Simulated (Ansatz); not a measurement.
**Vibrational response of AlCu₃ at 3 GPa**

Method: DFT PBEsol, scalar-relativistic, plane waves, PAW in Ansatz 0.2.0. Plane waves to 420 eV; Γ-centred k mesh 12×12×12; Fermi-Dirac smearing of 0.15 eV. No spin polarisation. Phonons by linear response, acoustic sum rule imposed.

The cell, relaxed at 3 GPa:
```yaml
crystal:
  lattice:
    - [0.00000, 2.86586, 2.86586]
    - [2.86586, 0.00000, 2.86586]
    - [2.86586, 2.86586, 0.00000]
  atoms:
    - { symbol: Al, position: [0.00000, 0.00000, 0.00000] }
    - { symbol: Cu, position: [0.50000, 0.50000, 0.50000] }
    - { symbol: Cu, position: [0.25000, 0.25000, 0.25000] }
    - { symbol: Cu, position: [0.75000, 0.75000, 0.75000] }
```

In a metal, frequencies and elastic constants depend on the k mesh and the smearing, soft modes and shear constants most.

Optical modes at Γ; i marks an imaginary frequency:
```
frequency (cm⁻¹) degeneracy
             170           3
             203           3
             309           3
```

All 9 optical modes at Γ are real: no displacement of atoms at fixed cell lowers the energy to second order. Strains and modes at other wave vectors aren't tested by this run.

Whether AlCu3 exists in this form wasn't checked.

Cost: 1 run of about 2.4 core-minutes, on AMD EPYC 7R43 (Zen 3) (shared hosts).